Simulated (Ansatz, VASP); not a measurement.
## TiAl: VASP beside Ansatz

File INCAR:

```
ALGO = Normal
EDIFF = 1E-6
ENCUT = 520
GGA = PS
ISIF = 2
ISMEAR = 0
LASPH = True
LCHARG = False
LREAL = False
LWAVE = False
NBANDS = 14
NELM = 80
PREC = Accurate
SIGMA = 0.1
```

KPOINTS

```
k-points
0
Gamma
  6 6 4
```

Contents of POSCAR:

```
TiAl
1.0
    2.8107518100      0.0000000000      0.0000000000
    0.0000000000      2.8107518100      0.0000000000
    0.0000000000      0.0000000000      4.0664219200
Ti Al
1 1
Direct
    0.5000000000      0.5000000000      0.5000000000
    0.0000000000      0.0000000000      0.0000000000
```

Input for Ansatz:

```yaml
crystal:
  lattice:
    - [2.81075181, 0.0, 0.0]
    - [0.0, 2.81075181, 0.0]
    - [0.0, 0.0, 4.06642192]
  atoms:
    - { symbol: Ti, position: [0.5, 0.5, 0.5] }
    - { symbol: Al, position: [0.0, 0.0, 0.0] }
basis:
  ecutwfc: 420
kpoints:
  mp_grid: { grid: [6, 6, 4] }
hamiltonian:
  xc: pbesol
scf:
  occupations: { method: gaussian, width: 0.1 }
output:
  forces: true
  stress: true
  eigenvalues: true
```

The cell comes from a database or a generator and needn't be the stable form of this composition.

Alike in both runs: task single point; functional PBEsol; k mesh 6 × 6 × 4; occupations gaussian, width 0.1 eV; no spin polarisation.

|  | VASP | Ansatz |
| --- | --- | --- |
| version | VASP 6.6.1 | Ansatz 0.2.0 |
| potentials or method | VASP PAW PBE potentials, release 64 (Ti_sv, Al) | scalar-relativistic, plane waves, PAW |
| plane-wave cutoff (eV) | 520 | 420 |
| valence electrons in the cell | 15 | 15 |

|  | VASP | Ansatz | Ansatz less VASP |
| --- | --- | --- | --- |
| gap on the k mesh at the Fermi level (eV) | none | none | - |
| pressure (GPa) | -1.9 | -1.9 | -0.06 |
| largest component of the traceless stress (GPa) | 0.15 | 0.17 | +0.025 |

A gap of «none» marks a metal or a gap that the smearing closes.

Caveats: the k mesh is coarse (spacing up to 0.39 Å⁻¹), so the values aren't converged; the PAW data sets were made with another functional, which shifts forces and pressure a little (VASP).
